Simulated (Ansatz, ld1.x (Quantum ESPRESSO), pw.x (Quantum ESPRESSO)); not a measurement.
# molybdenum: one change to the PAW potential, in the atom and in the fcc crystal

| Item | Value |
| --- | --- |
| Element | Mo |
| Generator | ld1.x (Quantum ESPRESSO) 7.5 |
| Type | PAW |
| Functional | LDA (PW92) |
| Relativity | scalar-relativistic |
| Frozen core | [Ar] 3d10 4s2 |
| Valence charge | 12 |
| Reference configuration | 4p6 4d5 5s1 5p0 |
| Partial waves | 5s (bound): rcut 2.85, rcutus 3.45 bohr; 5s channel at 3.05 Ry: rcut 2.85, rcutus 3.45 bohr; 4p (bound): rcut 1.65, rcutus 2.10 bohr; 5p (bound, empty): rcut 1.65, rcutus 2.10 bohr; 4d (bound): rcut 2.05, rcutus 2.60 bohr; 4d channel at 0.7 Ry: rcut 2.05, rcutus 2.60 bohr |
| Local potential | all-electron potential smoothed inside 2.55 bohr (lloc = -2) |
| Core correction | none |
| Augmentation charge | PSQ, radius 1.70 bohr |

Change: waves 5s (bound): rcut 2.85, rcutus 3.76 bohr; 5s channel at 3.05 Ry: rcut 2.85, rcutus 3.76 bohr.

Cutoffs, loose and tight: the cutoffs (Ry, on a coarse ladder) from which the occupation-weighted sum of valence levels, in a spherical-Bessel basis at the reference potential, stays within 10 and 1 mRy of its value at 400 Ry. They do not see the model core or the augmentation charge, which bear on the density cutoff. Test errors are all-electron minus pseudo excitation energies from the reference, over the configurations 4p6 4d5 5s0 5p0; 4p6 4d4 5s0 5p0; 4p6 4d3 5s0 5p0; 4p6 4d4 5s2 5p0; 4p5 4d5 5s1 5p0; 4p6 4d6 5s0 5p0; 4p6 4d5 5s0 5p1 (two spin-polarised tests are not counted in the largest error); variants that change the core or the reference have their own tests.

Crystal test: fcc Mo in pw.x 7.5, no spin, 14³ k-points, Fermi–Dirac smearing 0.01 Ry, cutoffs set for each file from its atomic test. The reference is all-electron LAPW (Ansatz 0.2.0) with the same functional, mesh and smearing; V0 and B0 come from Birch–Murnaghan fits to the pressures at five volumes. Errors are pseudo minus all-electron; Δ is the rms difference of the E(V) curves that follow from these fits, minima aligned, over ±6 % about the mean V0. Mesh and smearing are coarse, so the numbers serve the comparison and aren't converged zero-temperature values; the lattice is a test structure that the element need not adopt.

All-electron: a0 = 3.938 Å (V0 = 15.27 Å³/atom), B0 = 265.2 GPa.

**Question.** Does the change bring the crystal closer to the all-electron result?

**Answer.** The mean pressure error goes from +4.66 to +3.55 GPa, so the change moves the solid closer to the all-electron pressures.

| quantity | base | changed |
| --- | --- | --- |
| outcome (atom) | generated | generated |
| cutoff, loose (atom) | 18 Ry | 18 Ry |
| cutoff, tight (atom) | 35 Ry | 35 Ry |
| bound ghosts (atom) | none | none |
| largest test error (meV) (atom) | test run stopped at test 1 of 9 (negative rho) | test run stopped at test 1 of 9 (negative rho) |
| cutoffs in pw.x (Ry) | 45/360 | 45/360 |
| a0 (Å) | 3.958 | 3.953 |
| a0 error (%) | +0.50 | +0.39 |
| B0 error (%) | -1.2 | -2.0 |
| Δ (meV/atom) | 14.3 | 11.0 |
| mean pressure error (GPa) | +4.66 | +3.55 |

Base: The largest radius (3.45 bohr) exceeds half the bond length (2.63 bohr), so the spheres overlap, which is one possible source of error among others. This is a poor potential for the solid. Atomic configuration tests: test run stopped at test 1 of 9 (negative rho). Changed file: The largest radius (3.76 bohr) exceeds half the bond length (2.63 bohr), so the spheres overlap, which is one possible source of error among others. Atomic configuration tests: test run stopped at test 1 of 9 (negative rho). The atomic cutoffs weigh occupied waves only.
